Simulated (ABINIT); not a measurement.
# CdS (Hawleyite): G0W0 with ABINIT, start to end, part 3 of 3

How does a plane-wave GW calculation on CdS (Hawleyite) run from the first input to the gap?

ABINIT 10.8.3; PBE and many-body steps on it, plane waves. Known limits of the many-body steps: not at the basis limit; no spin-orbit coupling; coarse k mesh.

So far. Step 4 (Empty states on the mesh, 4×4×4 mesh, 667 bands): On this mesh the gap is 1.145 eV. Step 5 (Screening, 4×4×4 mesh, 422 bands, screening to 466.9 eV): Local fields lower ε∞ by 6 %. On a Γ-centred mesh this coarse the value itself is usually too large, while a short band sum pulls it down.

### 6. Self-energy, 4×4×4 mesh, 422 bands, screening to 466.9 eV

The self-energy is evaluated for the states that the input lists, and the levels follow from it, in one-shot runs by the linearised quasiparticle equation.

This step: G0W0 on PBE, plane waves, norm-conserving pseudopotentials.

Contents of run.abi:

```
acell 3*1.0 Angstrom
rprim 
  -0.000000000000 2.916500000000 2.916500000000
  2.916500000000 -0.000000000000 2.916500000000
  2.916500000000 2.916500000000 -0.000000000000
ntypat 2
znucl 48 16
natom 2
typat 1 2
xred 
  0.000000000000 0.000000000000 0.000000000000
  0.250000000000 0.250000000000 0.250000000000
pp_dirpath "pseudos"
pseudos "Cd.upf, S.upf"
ecut 47
ngkpt 4 4 4
nshiftk 1
shiftk 0 0 0
kptopt 1
chksymbreak 0
istwfk *1
occopt 1
irdwfk 1
optdriver 4
nband 422
gwcalctyp 0
ecutsigx 47
symsigma 1
nkptgw 3
kptgw 
  0.0000000000 0.0000000000 0.0000000000
  0.5000000000 0.0000000000 0.0000000000
  0.5000000000 0.5000000000 0.0000000000
bdgw 
  11 17
  12 16
  12 15
ecuteps 17.16
irdscr 1
ppmodel 1
indata_prefix "in"
outdata_prefix "out"
tmpdata_prefix "tmp"
```

Started as:

```console
$ OMP_NUM_THREADS=1 mpirun -n 4 abinit run.abi > log
```

Numbers of over 12 decimals in the logs are rounded to 6 here.

The log of the run:

```text
.Version 10.8.3 of ABINIT. v10.8.2 released Aug 2026.

 Symmetries : space group F-4 3 m (#216); Bravais cF (face-center cubic)
[... echo of the input left out ...]
== DATASET  1 ==================================================================
-   mpi_nproc: 4, omp_nthreads: 1 (-1 if OMP is not activated)

--- !DatasetInfo
iteration_state: {dtset: 1, }
dimensions: {natom: 2, nkpt: 8, mband: 422, nsppol: 1, nspinor: 1, nspden: 1, mpw: 5180, }
cutoff_energies: {ecut:  47.0, pawecutdg:  -1.0, }
electrons: {nelect:   2.60000000E+01, charge:   0.00000000E+00, occopt:   1.00000000E+00, tsmear:   1.00000000E-02, }

 SIGMA: Calculation of the GW corrections

 Based on a program developped by R.W. Godby, V. Olevano, G. Onida, and L. Reining.
 Incorporated in ABINIT by V. Olevano, G.-M. Rignanese, and M. Torrent.
.Using double precision arithmetic ; gwpc =  8

[... cell and pseudopotentials left out ...]
--------------------------------------------------------------------------------

 ==== K-mesh for the wavefunctions ====
 Number of points in the irreducible wedge :     8
[... list of points left out ...]
 Together with 24 symmetry operations and time-reversal symmetry
 yields    64 points in the full Brillouin Zone.

 ==== Q-mesh for screening function ====
 Number of points in the irreducible wedge :     8
[... list of points left out ...]
 Together with 24 symmetry operations and time-reversal symmetry
 yields    64 points in the full Brillouin Zone.

 vcoul_init : cutoff-mode = AUXILIARY_FUNCTION
 q-points for optical limit:   1
     1)      0.000010    0.000020    0.000030
 setmesh: FFT mesh size selected  =    50x   50x   50
          total number of points  =       125000

 Number of electrons calculated from density =   26.0000; Expected =   26.0000
 average of density, n =  0.077653
 r_s =    1.4541
 omega_plasma =   26.8804 [eV]

 === KS Band Gaps ===
  >>>> For spin  1
   Minimum direct gap =   1.1447 [eV], located at k-point      :   0.0000  0.0000  0.0000
   Fundamental gap    =   1.1447 [eV], Top of valence bands at :   0.0000  0.0000  0.0000
                                       Bottom of conduction at :   0.0000  0.0000  0.0000
 SIGMA fundamental parameters:
 PLASMON POLE MODEL  1
 number of plane-waves for SigmaX                 5065
 number of plane-waves for SigmaC and W           1139
 number of plane-waves for wavefunctions          5065
 number of bands                                   422
 number of independent spin polarizations            1
 number of spinorial components                      1
 number of k-points in IBZ                           8
 number of q-points in IBZ                           8
 number of symmetry operations                      24
 number of k-points in BZ                           64
 number of q-points in BZ                           64
 number of frequencies for dSigma/dE                 9
 frequency step for dSigma/dE [eV]                0.25
 number of omega for Sigma on real axis              0
 max omega for Sigma on real axis  [eV]           0.00
 zcut for avoiding poles [eV]                     0.10

 EPSILON^-1 parameters (SCR file):
 dimension of the eps^-1 matrix on file           1139
 dimension of the eps^-1 matrix used              1139
 number of plane-waves for wavefunctions          5065
 number of bands                                   422
 number of q-points in IBZ                           8
 number of frequencies                               2
 number of real frequencies                          1
 number of imag frequencies                          1

 matrix elements of self-energy operator (all in [eV])

 Perturbative Calculation

--- !SelfEnergy_ee
iteration_state: {dtset: 1, }
kpoint     : [   0.000,    0.000,    0.000, ]
spin       : 1
KS_gap     :    1.145
QP_gap     :    2.193
Delta_QP_KS:    1.048
data: !SigmaeeData |
     Band     E0 <VxcDFT>   SigX SigC(E0)      Z dSigC/dE  Sig(E)    E-E0       E
       11   4.366 -15.389 -18.420   1.713   0.780  -0.282 -16.416  -1.027   3.339
       12   4.366 -15.389 -18.420   1.713   0.780  -0.282 -16.416  -1.027   3.339
       13   4.366 -15.389 -18.420   1.713   0.780  -0.282 -16.416  -1.027   3.339
       14   5.511 -10.636  -6.668  -3.942   0.812  -0.232 -10.615   0.021   5.532
       15  10.897 -10.642  -5.801  -4.499   0.809  -0.236 -10.366   0.276  11.173
       16  10.897 -10.642  -5.801  -4.499   0.809  -0.236 -10.366   0.276  11.173
       17  10.897 -10.642  -5.801  -4.499   0.809  -0.236 -10.366   0.276  11.173

--- !SelfEnergy_ee
iteration_state: {dtset: 1, }
kpoint     : [   0.500,    0.000,    0.000, ]
spin       : 1
KS_gap     :    3.764
QP_gap     :    5.024
Delta_QP_KS:    1.260
data: !SigmaeeData |
     Band     E0 <VxcDFT>   SigX SigC(E0)      Z dSigC/dE  Sig(E)    E-E0       E
       12   3.616 -14.382 -17.620   1.860   0.779  -0.284 -15.455  -1.073   2.543
       13   3.616 -14.382 -17.620   1.860   0.779  -0.284 -15.455  -1.073   2.543
       14   7.380 -11.025  -6.650  -4.145   0.811  -0.233 -10.838   0.186   7.566
       15  11.364 -10.631  -5.828  -4.515   0.808  -0.238 -10.399   0.233  11.597
       16  11.364 -10.631  -5.828  -4.515   0.808  -0.238 -10.399   0.233  11.597

--- !SelfEnergy_ee
iteration_state: {dtset: 1, }
kpoint     : [   0.500,    0.500,    0.000, ]
spin       : 1
KS_gap     :    5.434
QP_gap     :    6.473
Delta_QP_KS:    1.040
data: !SigmaeeData |
     Band     E0 <VxcDFT>   SigX SigC(E0)      Z dSigC/dE  Sig(E)    E-E0       E
       12   2.491 -12.927 -16.472   2.078   0.777  -0.287 -14.067  -1.140   1.351
       13   2.491 -12.927 -16.472   2.078   0.777  -0.287 -14.067  -1.140   1.351
       14   7.925  -9.286  -5.564  -3.844   0.823  -0.215  -9.386  -0.100   7.824
       15   8.721 -11.929  -7.392  -4.197   0.807  -0.239 -11.654   0.274   8.995

== END DATASET(S) ==============================================================
================================================================================

 -outvars: echo values of variables after computation  --------
           etotal      0.0000000000E+00
            nband         422
             nkpt           8
          spgroup         216
 [... the other variables as echoed above ...]

 Calculation completed.
```

Run time: 18 min. Hardware: 4 MPI ranks of Arm Neoverse V1, shared host; peak memory 6.6 GiB; 72 min of CPU time.

Numbers from this step:

```yaml
g0w0_gap_on_the_points_computed: 2.193 eV
starting_gap_on_the_mesh: 1.145 eV
k_of_the_valence_top: 0, 0, 0
k_of_the_conduction_bottom: 0, 0, 0
z_at_the_valence_top: 0.78
z_at_the_conduction_bottom: 0.812
least_direct_g0w0_gap_on_the_computed_points: 2.193 eV
```

The gap on the mesh goes from 1.14 eV to 2.19 eV, a correction of +1.05 eV.

Limits: finite bands, cutoff and mesh; no spin-orbit coupling; coarse k mesh. v1 is the top filled band, c1 the lowest empty one. Levels before and after the correction, in eV, zero at the valence-band top of each column:

|  | conduction bottom | valence top |
| --- | --- | --- |
| Kohn-Sham | 1.14 | 0.00 |
| G0W0 | 2.19 | 0.00 |

|  | level | energy (eV) |
| --- | --- | --- |
| Kohn-Sham | Γ v3-v1 | 0.000 |
| Kohn-Sham | Γ c1 | 1.145 |
| Kohn-Sham | Γ c2-c4 | 6.531 |
| G0W0 | Γ v3-v1 | 0.000 |
| G0W0 | Γ c1 | 2.193 |
| G0W0 | Γ c2-c4 | 7.834 |

### 7. Where the time went

Times are wall times on 4 MPI ranks of Arm Neoverse V1, shared host, good to a factor of about two.

| step | time | share | memory (GiB) |
| --- | --- | --- | --- |
| ground state | 22 s | 1 % | 0.4 |
| bands along the symmetry lines | 29 s | 1 % | 0.36 |
| empty states on the mesh | 16 min | 29 % | 0.81 |
| screening | 21 min | 37 % | 4.6 |
| self-energy | 18 min | 33 % | 6.6 |

### 8. Outcome

| Item | Value |
| --- | --- |
| PBE gap | 1.14 eV, direct |
| G0W0 gap on the mesh | 2.19 eV |
| GW settings | 4×4×4 mesh, 422 bands, screening to 466.9 eV, Godby-Needs plasmon pole |
| known limits | not at the basis limit; no spin-orbit coupling; coarse k mesh |

In words: G0W0 moves the gap on the mesh from 1.14 eV to 2.19 eV (+1.05 eV), with Z of 0.78 and 0.81 at the edges. Local fields lower the RPA ε∞ on this mesh from 11.78 to 11.05; a Γ-centred mesh this coarse tends to raise both, most where the direct gap is narrow, while a short band sum lowers them. Only 3 of the mesh's irreducible points were corrected, so a valley elsewhere could overtake. Against experiment, by G0W0@PBE: the gap of 2.19 eV lies −0.23 eV from the measured 2.42 eV (optical, 1995). An exciton line or allowed optical edge lies below the quasiparticle gap by the binding energy; a forbidden edge can push the onset above it. The calculation has static nuclei and no excitons; a measured gap holds zero-point and thermal motion, which mostly lowers it. Bands and cutoff are finite, so the gap is not at the basis limit. The miss can reach some tenths of an eV and take either sign; the mesh is an error of its own. In the G0W0 run levels were corrected at 3 k points alone, so a gap called «on the mesh» is the least over those, and an edge elsewhere would be missed. The 4×4×4 mesh is coarse for this cell, which bears on the long-range parts of exchange and screening. The many-body steps are scalar-relativistic: spin-orbit coupling is not in them.

[Paths, hosts, dates, memory and timing lines, banners, echoed tables and standing remarks are left out of the program output.]

[Logs are printed without paths, hosts, clocks, repeated set-up lines and the standing remarks that a program may print on its own settings, such as how far it seeks lower states.]

[Runs of the session that timed out or met a known fault of the program may be left out.]

[Hosts, paths, dates, database ids (printed as entryN), source tags and the programs' standing remarks are cut or masked in the printed files.]

[G0W0 gaps are taken among the corrected bands and points alone; a level outside them can change the order at an edge.]

[Where Ansatz stands beside ABINIT at settings called matched, ABINIT's density can come from a denser mesh and the files from another edition; pairs whose starting gaps differed by over 0.03 eV were left out, so agreement reads better than it is.]
